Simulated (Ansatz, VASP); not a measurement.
# SiO2 in VASP and in Ansatz

```
Si O
1.0
     4.37810    0.00000    0.00000
     0.00000    4.37810    0.00000
     0.00000    0.00000    2.70391
Si O
2 4
Direct
  0.50000 0.50000 0.50000
  0.00000 0.00000 0.00000
  0.69443 0.69443 0.00000
  0.19443 0.80557 0.50000
  0.30557 0.30557 0.00000
  0.80557 0.19443 0.50000
```

Alike in both runs: task single point; functional LDA; k mesh 6 × 6 × 10; occupations gaussian, width 0.05 eV; no spin polarisation.

```csv
,VASP,Ansatz
version,VASP 6.6.1,Ansatz 0.2.0
potentials or method,"VASP PAW LDA potentials, release 64 (Si, O)","scalar-relativistic, plane waves, PAW"
plane-wave cutoff (eV),520,520
valence electrons in the cell,32,32
```

|  | VASP | Ansatz | Ansatz less VASP |
| --- | --- | --- | --- |
| gap on the k mesh at the Fermi level (eV) | 3.87 | 3.87 | +0.006 |
| least direct gap on the mesh (eV) | 3.87 | 3.87 | +0.006 |
| rms of the force components (eV/Å) | 0.471 | 0.491 | +0.0200 |

Atom by atom the forces differ by 0.020 eV/Å (rms over components). Ansatz warned: «pseudo_functional_mismatch».

 A k mesh can miss the band edges.
